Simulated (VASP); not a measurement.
# HfC (Fm-3m) in VASP: settings compared

The runs below take HfC through relaxation of cell and atoms, with rev-vdW-DF2, vdW-DF2, optB86b-vdW, vdW-DF-cx, BEEF-vdW.

All numbers are computed with VASP 6.6.1; they aren't measurements. Logs are shortened: lines on timing, memory, paths and dates and some standing lists are left out, and cuts for length are marked.

## Step 1: The crystal as given

The structure is cubic, space group Fm-3m (No. 225). The conventional cell has a = 4.650 Å, b = 4.650 Å, c = 4.650 Å, α = 90.00°, β = 90.00°, γ = 90.00°. Hf (site symmetry m-3m) is surrounded by 6 C at 2.33 Å. C (site symmetry m-3m) is surrounded by 6 Hf at 2.33 Å.

## Step 2: Relaxation of cell and atoms, rev-vdW-DF2

File INCAR:

```
PREC = Accurate ; ENCUT = 600
EDIFF = 1E-7 ; ISMEAR = -1
SIGMA = 0.05 ; LREAL = F
LASPH = T ; NELM = 100
ALGO = Normal ; ISIF = 3
LWAVE = F ; LCHARG = F
GGA = MK ; LUSE_VDW = T
AGGAC = 0.0 ; PARAM1 = 0.1234
PARAM2 = 0.711357 ; ZAB_VDW = -1.8867
IBRION = 2 ; NSW = 40
EDIFFG = -0.02
```

File KPOINTS:

```
Automatic mesh
0
Gamma
  10 10 10
```

File POSCAR:

```
HfC
1.0
    0.0000000000      2.3250000000      2.3250000000
    2.3250000000      0.0000000000      2.3250000000
    2.3250000000      2.3250000000      0.0000000000
Hf C
1 1
Direct
    0.5000000000      0.5000000000      0.5000000000
    0.0000000000      0.0000000000      0.0000000000
```

Potentials or basis: VASP PAW PBE potentials, release 64 (Hf_pv, C).

The run is started by

```console
$ cat potpaw_PBE.64/Hf_pv/POTCAR potpaw_PBE.64/C/POTCAR > POTCAR
$ mpirun -np 1 vasp_std > vasp.out
```

OUTCAR:

```text
PREC = Accurate
   ENCUT = 600
   EDIFF = 1E-7
   ISMEAR = -1
   LREAL = F
   LASPH = T
   NELM = 100
   ISIF = 3
   GGA = MK
   IBRION = 2
   NSW = 40
   EDIFFG = -0.02

 ion  position               nearest neighbor table
   1  0.500  0.500  0.500-   2 2.33   2 2.33   2 2.33   2 2.33   2 2.33   2 2.33
   2  0.000  0.000  0.000-   1 2.33   1 2.33   1 2.33   1 2.33   1 2.33   1 2.33

  LATTYP: Found a face centered cubic cell.
 ALAT       =     4.6500000000

  Lattice vectors:

 A1 = (   0.0000000000,   2.3250000000,   2.3250000000)
 A2 = (   2.3250000000,   0.0000000000,   2.3250000000)
 A3 = (   2.3250000000,   2.3250000000,   0.0000000000)

Analysis of symmetry for initial positions (statically):
=====================================================================
 Subroutine PRICEL returns:
 Original cell was already a primitive cell.

 Routine SETGRP: Setting up the symmetry group for a
 face centered cubic supercell.

 Subroutine GETGRP returns: Found 48 space group operations
 (whereof 48 operations were pure point group operations)
 out of a pool of 48 trial point group operations.

The static configuration has the point symmetry O_h .

Analysis of symmetry for dynamics (positions and initial velocities):
=====================================================================
 Subroutine PRICEL returns:
 Original cell was already a primitive cell.

 Routine SETGRP: Setting up the symmetry group for a
 face centered cubic supercell.

 Subroutine GETGRP returns: Found 48 space group operations
 (whereof 48 operations were pure point group operations)
 out of a pool of 48 trial point group operations.

The dynamic configuration has the point symmetry O_h .

 Subroutine INISYM returns: Found 48 space group operations
 (whereof 48 operations are pure point group operations),
 and found     1 'primitive' translations

----------------------------------------------------------------------------------------

                                     Primitive cell

  volume of cell :      25.1362

  direct lattice vectors                    reciprocal lattice vectors
     0.000000000  2.325000000  2.325000000    -0.215053763  0.215053763  0.215053763
     2.325000000  0.000000000  2.325000000     0.215053763 -0.215053763  0.215053763
     2.325000000  2.325000000  0.000000000     0.215053763  0.215053763 -0.215053763

  length of vectors
[... 100 lines left out ...]
   IMIX   =      4    mixing-type and parameters
     AMIX     =   0.40;   BMIX     =  1.00
     AMIX_MAG =   1.60;   BMIX_MAG =  1.00
  volume/ion in A,a.u.               =      12.57        84.81
  Fermi-wavevector in a.u.,A,eV,Ry     =   1.346949  2.545365 24.684672  1.814272
  Thomas-Fermi vector in A             =   2.474740
   LORBIT       =      0    0 simple, 1 ext, 2 COOP (PROOUT), +10 PAW based schemes
   GGA     = MK    functional components
   LHFCALC =     F    Hartree Fock is set to
   AEXX    =    0.0000 exact exchange contribution
   IVDW_NL    =     1    kernel type
   BPARAM     = 6.3000
   IVDW    =     0    specifies the selected vdW correction
   LEPSILON=     F    determine dielectric tensor
   LRPA    =     F    only Hartree local field effects (RPA)
 conjugate gradient relaxation of ions
 non-spin polarized calculation
  energy-cutoff  :      600.00
  volume of cell :       25.14
 maximum number of plane-waves:       869
 NGX is ok and might be reduce to    28
   NGX = 13   NGY = 13   NGZ = 13

--------------------------------------- Ionic step        1  -------------------------------------------

 number of electron      14.0000000 magnetization

 Free energy of the ion-electron system (eV)
  ---------------------------------------------------
  ext. energy  EPLUGINS =         0.00000000
  ---------------------------------------------------
  free energy    TOTEN  =       -18.20078555 eV

  energy without entropy =      -18.19799654  energy(sigma->0) =      -18.19939104

------------------------ aborting loop because EDIFF is reached ----------------------------------------

  FORCE on cell =-STRESS in cart. coord.  units (eV):
  Direction    XX          YY          ZZ          XY          YZ          ZX
  --------------------------------------------------------------------------------------
  -------------------------------------------------------------------------------------
  Total       -0.4949598     -0.4949598     -0.4949598      0.0000000      0.0000000      0.0000000
  in kB      -31.5487136    -31.5487136    -31.5487136      0.0000000      0.0000000      0.0000000
  external PRESSURE =     -31.5487136 kB  Pullay stress =       0.0000000 kB
[... 63 lines left out ...]
--------------------------------------- Ionic step        3  -------------------------------------------

 number of electron      14.0000000 magnetization

 Free energy of the ion-electron system (eV)
  ---------------------------------------------------
  ext. energy  EPLUGINS =         0.00000000
  ---------------------------------------------------
  free energy    TOTEN  =       -18.20406572 eV

  energy without entropy =      -18.20134695  energy(sigma->0) =      -18.20270634

 E-fermi :   5.9871     XC(G=0): -12.3709

 val. band max:        5.9691339565   @ k =   0.1000   0.0000   0.0000
 cond. band min:       6.1087072552   @ k =   0.1000   0.1000   0.0000
 fundamental gap:      0.1395732987
 Fermi energy:         5.9871079991

 k-point     1 :       0.0000    0.0000    0.0000
  band No.  band energies     occupation
      1     -23.5731      2.00000
      2     -23.5731      2.00000
      3     -23.5731      2.00000
      4      -6.3636      2.00000
      5       6.9694      0.00000
      6       6.9694      0.00000
      7       6.9694      0.00000
      8       7.3353      0.00000
      9       7.3353      0.00000
     10       7.3353      0.00000
     11       9.3851      0.00000
[... 309 lines left out ...]
 k-point    24 :       0.4000    0.3000    0.0000
  band No.  band energies     occupation
      1     -24.0861      2.00000
      2     -23.7793      2.00000
      3     -23.7577      2.00000
      4      -4.2558      2.00000
      5       2.2497      2.00000
      6       4.1438      2.00000
      7       5.2554      2.00000
      8       6.1754      0.04524
      9      11.3805      0.00000
     10      12.3820      0.00000
     11      12.5149      0.00000

 [... further k-points ...]

------------------------ aborting loop because EDIFF is reached ----------------------------------------

  FORCE on cell =-STRESS in cart. coord.  units (eV):
  Direction    XX          YY          ZZ          XY          YZ          ZX
  --------------------------------------------------------------------------------------
  -------------------------------------------------------------------------------------
  Total       -0.0056362     -0.0056362     -0.0056362     -0.0000000      0.0000000     -0.0000000
  in kB       -0.3639790     -0.3639790     -0.3639790     -0.0000000      0.0000000     -0.0000000
  external PRESSURE =      -0.3639790 kB  Pullay stress =       0.0000000 kB
[... 21 lines left out ...]
  energy  without entropy=      -18.2013469549  energy(sigma->0) =      -18.20270634

Total vdW correction in eV:      1.5286415

 reached required accuracy - stopping structural energy minimisation
```

OSZICAR:

```text
N       E                     dE             d eps       ncg     rms          rms(c)
DAV:   1     0.290112417868E+02    0.29011E+02   -0.89865E+03  1034   0.140E+03
DAV:   2    -0.194900261036E+02   -0.48501E+02   -0.45403E+02  1323   0.228E+02
DAV:   3    -0.214078309431E+02   -0.19178E+01   -0.18940E+01  1371   0.338E+01
DAV:   4    -0.214259523785E+02   -0.18121E-01   -0.18104E-01  1246   0.336E+00
[... 27 lines left out ...]
DAV:   4    -0.182041419261E+02   -0.43967E-04   -0.26445E-04  1258   0.169E-01    0.979E-01
DAV:   5    -0.182040803640E+02    0.61562E-04   -0.10810E-04  1232   0.827E-02    0.125E-01
DAV:   6    -0.182040659048E+02    0.14459E-04   -0.28181E-05  1194   0.333E-02    0.334E-02
DAV:   7    -0.182040657518E+02    0.15304E-06   -0.75555E-07  1149   0.864E-03    0.332E-02
DAV:   8    -0.182040657240E+02    0.27854E-07   -0.63785E-09   553   0.831E-04
   3 F= -.18204066E+02 E0= -.18202706E+02  d E =-.328017E-02
```

CONTCAR:

```text
HfC
   1.00000000000000
     0.0000000000000000    2.3148935688907204    2.3148935688907204
     2.3148935688907204   -0.0000000000000000    2.3148935688907204
     2.3148935688907204    2.3148935688907204    0.0000000000000000
  Hf              C
     1     1
Direct
     0.5000000000000000    0.5000000000000000    0.5000000000000000
     0.0000000000000000    0.0000000000000000    0.0000000000000000

  0.00000000E+00  0.00000000E+00  0.00000000E+00
  0.00000000E+00  0.00000000E+00  0.00000000E+00
```

Run time: 2.4 min. Hardware: 1 thread of Intel Xeon Platinum 8259CL at 2.50GHz (Skylake/Cascade Lake), shared host; peak memory 0.34 GiB.

What came out:

| Item | Value |
| --- | --- |
| Free energy | -18.2041 eV |
| Relaxed volume | 12.40 Å³/atom |
| Relaxed cell | a = 3.274 Å, b = 3.274 Å, c = 3.274 Å, α = 60.00°, β = 60.00°, γ = 60.00° |
| Space group after relaxing (to 0.05 Å) | Fm-3m (No. 225) |
| Energy gained by relaxing | 1.6 meV/atom |
| Ionic steps | 3 |
| Pressure after relaxing | 0.0 GPa |
| Band gap on the k mesh | none (metal or under the smearing width) |

The path:
| step | energy change (eV) | largest force (eV/Å) | pressure (GPa) | volume (Å³) |
| --- | --- | --- | --- | --- |
| 1 | 0.0000 | 0.0000 | -3.15 | 25.14 |
| 2 | 0.0069 | 0.0000 | 5.91 | 24.25 |
| 3 | -0.0033 | 0.0000 | -0.04 | 24.81 |

Final structure:
```yaml
crystal:
  lattice:
    - [0.00000, 2.31489, 2.31489]
    - [2.31489, 0.00000, 2.31489]
    - [2.31489, 2.31489, 0.00000]
  atoms:
    - { symbol: Hf, position: [0.50000, 0.50000, 0.50000] }
    - { symbol: C, position: [0.00000, 0.00000, 0.00000] }
```

Caveat: the PAW data sets were made with another functional, which shifts forces and pressure a little.

## Step 3: Relaxation of cell and atoms, vdW-DF2

File INCAR:

```
SYSTEM = HfC
PREC     = Accurate       ! precision mode
ENCUT    = 600            ! plane-wave cutoff, eV
EDIFF    = 1E-7           ! SCF threshold, eV
ISMEAR   = -1             ! smearing method
SIGMA    = 0.05           ! smearing width, eV
LREAL    = .False.        ! projectors in reciprocal space
LASPH    = .True.         ! aspherical terms in the spheres
NELM     = 80             ! most SCF steps
ALGO     = Fast           ! electronic algorithm
ISIF     = 3              ! what is computed and relaxed
LWAVE    = .False.        ! write WAVECAR
LCHARG   = .False.        ! write CHGCAR
GGA      = ML             ! functional
LUSE_VDW = .True.       
AGGAC    = 0.0          
ZAB_VDW  = -1.8867      
IBRION   = 2              ! ionic algorithm
NSW      = 40             ! ionic steps
EDIFFG   = -0.02          ! ionic threshold
```

File KPOINTS:

```
regular mesh
0
Gamma
  10 10 10
  0 0 0
```

POSCAR is that of step 2.

Potentials or basis: VASP PAW PBE potentials, release 64 (Hf_pv, C).

The run is started by

```console
$ cat potpaw_PBE.64/Hf_pv/POTCAR potpaw_PBE.64/C/POTCAR > POTCAR
$ mpirun -np 1 vasp_std > vasp.out
```

OUTCAR:

```text
SYSTEM = HfC
   PREC = Accurate
   ENCUT = 600
   EDIFF = 1E-7
   ISMEAR = -1
   LREAL = .False.
   LASPH = .True.
   NELM = 80
   ISIF = 3
   GGA = ML
   IBRION = 2
   NSW = 40
   EDIFFG = -0.02

 ion  position               nearest neighbor table
   1  0.500  0.500  0.500-   2 2.33   2 2.33   2 2.33   2 2.33   2 2.33   2 2.33
   2  0.000  0.000  0.000-   1 2.33   1 2.33   1 2.33   1 2.33   1 2.33   1 2.33

  LATTYP: Found a face centered cubic cell.
 ALAT       =     4.6500000000

  Lattice vectors:

 A1 = (   0.0000000000,   2.3250000000,   2.3250000000)
 A2 = (   2.3250000000,   0.0000000000,   2.3250000000)
 A3 = (   2.3250000000,   2.3250000000,   0.0000000000)

Analysis of symmetry for initial positions (statically):
=====================================================================
 Subroutine PRICEL returns:
 Original cell was already a primitive cell.

 Routine SETGRP: Setting up the symmetry group for a
 face centered cubic supercell.

 Subroutine GETGRP returns: Found 48 space group operations
 (whereof 48 operations were pure point group operations)
 out of a pool of 48 trial point group operations.

The static configuration has the point symmetry O_h .

Analysis of symmetry for dynamics (positions and initial velocities):
[... 276 lines left out ...]
--------------------------------------- Ionic step        4  -------------------------------------------

 number of electron      14.0000000 magnetization

 Free energy of the ion-electron system (eV)
  ---------------------------------------------------
  ext. energy  EPLUGINS =         0.00000000
  ---------------------------------------------------
  free energy    TOTEN  =       -15.97567478 eV

  energy without entropy =      -15.97308313  energy(sigma->0) =      -15.97437896

 E-fermi :   5.8331     XC(G=0): -11.6461

 val. band max:        5.7848907886   @ k =   0.1000   0.0000   0.0000
 cond. band min:       5.9136846404   @ k =   0.2000   0.2000   0.0000
 fundamental gap:      0.1287938519
 Fermi energy:         5.8330962396

 k-point     1 :       0.0000    0.0000    0.0000
  band No.  band energies     occupation
      1     -24.1716      2.00000
      2     -24.1716      2.00000
      3     -24.1716      2.00000
      4      -6.1629      2.00000
      5       6.6902      0.00000
      6       6.6902      0.00000
      7       6.6902      0.00000
      8       7.1585      0.00000
      9       7.1585      0.00000
     10       7.1585      0.00000
     11       8.9975      0.00000
[... 309 lines left out ...]
 k-point    24 :       0.4000    0.3000    0.0000
  band No.  band energies     occupation
      1     -24.5661      2.00000
      2     -24.3315      2.00000
      3     -24.3151      2.00000
      4      -4.2591      2.00000
      5       2.2731      2.00000
      6       4.1828      2.00000
      7       5.0835      2.00000
      8       6.0321      0.03665
      9      10.7722      0.00000
     10      11.6139      0.00000
     11      11.7479      0.00000

 [... further k-points ...]

------------------------ aborting loop because EDIFF is reached ----------------------------------------

  FORCE on cell =-STRESS in cart. coord.  units (eV):
  Direction    XX          YY          ZZ          XY          YZ          ZX
  --------------------------------------------------------------------------------------
  -------------------------------------------------------------------------------------
  Total       -0.0040125     -0.0040125     -0.0040125      0.0000000      0.0000000     -0.0000000
  in kB       -0.2435670     -0.2435670     -0.2435670      0.0000000      0.0000000     -0.0000000
  external PRESSURE =      -0.2435670 kB  Pullay stress =       0.0000000 kB
[... 21 lines left out ...]
  energy  without entropy=      -15.9730831316  energy(sigma->0) =      -15.97437896

Total vdW correction in eV:      1.6263782

 reached required accuracy - stopping structural energy minimisation
```

CONTCAR:

```text
HfC
   1.00000000000000
    -0.0000000000000000    2.3631530956038582    2.3631530956038582
     2.3631530956038582   -0.0000000000000000    2.3631530956038582
     2.3631530956038582    2.3631530956038582    0.0000000000000000
  Hf              C
     1     1
Direct
     0.5000000000000000    0.5000000000000000    0.5000000000000000
     0.0000000000000000    0.0000000000000000    0.0000000000000000

  0.00000000E+00  0.00000000E+00  0.00000000E+00
  0.00000000E+00  0.00000000E+00  0.00000000E+00
```

It took 3.9 min on 1 thread of Intel Xeon Platinum 8259CL at 2.50GHz (Skylake/Cascade Lake), shared host; peak memory 0.34 GiB.

What came out:

| Item | Value |
| --- | --- |
| Free energy | -15.9757 eV |
| Relaxed volume | 13.20 Å³/atom |
| Relaxed cell | a = 3.342 Å, b = 3.342 Å, c = 3.342 Å, α = 60.00°, β = 60.00°, γ = 60.00° |
| Space group after relaxing (to 0.05 Å) | Fm-3m (No. 225) |
| Energy gained by relaxing | 21.9 meV/atom |
| Ionic steps | 4 |
| Pressure after relaxing | 0.0 GPa |
| Band gap on the k mesh | none (metal or under the smearing width) |

The path:
| step | energy change (eV) | largest force (eV/Å) | pressure (GPa) | volume (Å³) |
| --- | --- | --- | --- | --- |
| 1 | 0.0000 | 0.0000 | 11.66 | 25.14 |
| 2 | 0.0663 | 0.0000 | -14.94 | 28.61 |
| 3 | -0.0437 | 0.0000 | -0.27 | 26.43 |
| 4 | -0.0437 | 0.0000 | -0.02 | 26.39 |

Final structure:
```
Hf C
1.0
     0.00000    2.36315    2.36315
     2.36315    0.00000    2.36315
     2.36315    2.36315    0.00000
Hf C
1 1
Direct
  0.50000 0.50000 0.50000
  0.00000 0.00000 0.00000
```

Levels at points of the mesh, in eV from the Fermi level:
```csv
k point,band 3,band 4,band 5,band 6,band 7,band 8,band 9,band 10,band 11
"(0.00, 0.00, 0.00)",-30.00,-12.00,0.86,0.86,0.86,1.33,1.33,1.33,3.16
"(0.50, 0.00, 0.00)",-30.06,-8.64,-5.80,-2.87,-2.87,4.82,4.82,5.28,6.68
"(0.50, 0.50, 0.00)",-30.19,-10.24,-2.50,-1.52,-0.18,-0.18,4.88,6.07,6.07
```

Caveat: the PAW data sets were made with another functional, which shifts forces and pressure a little. Zero-point motion and thermal expansion aren't in these numbers.

## Step 4: Relaxation of cell and atoms, optB86b-vdW

File INCAR:

```
  PREC = Accurate
  ENCUT = 600
  EDIFF = 1E-7
  ISMEAR = -1
  SIGMA = 0.05
  LREAL = F
  LASPH = T
  NELM = 60
  ALGO = Fast
  ISIF = 3
  LWAVE = F
  LCHARG = F
  GGA = MK
  LUSE_VDW = T
  AGGAC = 0.0
  PARAM1 = 0.1234
  PARAM2 = 1.0
  IBRION = 2
  NSW = 40
  EDIFFG = -0.005
```

File KPOINTS:

```
Automatic mesh
0
Gamma
  10 10 10
```

POSCAR is that of step 3.

The run is started by

```console
$ cat potpaw_PBE.64/Hf_pv/POTCAR potpaw_PBE.64/C/POTCAR > POTCAR
$ mpirun -np 1 vasp_std > vasp.out
```

Run time: 3.4 min. Hardware: 1 thread of Intel Xeon Platinum 8259CL at 2.50GHz (Skylake/Cascade Lake), shared host; peak memory 0.34 GiB.

Results (log left out):

| Item | Value |
| --- | --- |
| Free energy | -17.8783 eV |
| Relaxed volume | 12.41 Å³/atom |
| Relaxed cell | a = 3.274 Å, b = 3.274 Å, c = 3.274 Å, α = 60.00°, β = 60.00°, γ = 60.00° |
| Space group after relaxing (to 0.05 Å) | Fm-3m (No. 225) |
| Energy gained by relaxing | 1.5 meV/atom |
| Ionic steps | 3 |
| Pressure after relaxing | 0.0 GPa |
| Band gap on the k mesh | none (metal or under the smearing width) |

Step by step:
```tsv
step	energy change (eV)	largest force (eV/Å)	pressure (GPa)	volume (Å³)
1	0.0000	0.0000	-2.99	25.14
2	0.0062	0.0000	5.62	24.29
3	-0.0029	0.0000	-0.01	24.83
```

Final structure:
```yaml
crystal:
  lattice:
    - [0.00000, 2.31541, 2.31541]
    - [2.31541, 0.00000, 2.31541]
    - [2.31541, 2.31541, 0.00000]
  atoms:
    - { symbol: Hf, position: [0.50000, 0.50000, 0.50000] }
    - { symbol: C, position: [0.00000, 0.00000, 0.00000] }
```

Levels at points of the mesh, in eV from the Fermi level:
| k point | band 5 | band 6 | band 7 | band 8 | band 9 | band 10 |
| --- | --- | --- | --- | --- | --- | --- |
| (0.00, 0.00, 0.00) | 0.98 | 0.98 | 0.98 | 1.35 | 1.35 | 1.35 |
| (0.50, 0.00, 0.00) | -6.20 | -3.05 | -3.05 | 5.32 | 5.32 | 5.80 |
| (0.50, 0.50, 0.00) | -2.57 | -1.83 | -0.10 | -0.10 | 5.33 | 6.75 |

Caveat: the PAW data sets were made with another functional, which shifts forces and pressure a little. The run has no spin-orbit coupling, so splittings on Hf are missing.

(Part 1 of 2 ends here.)
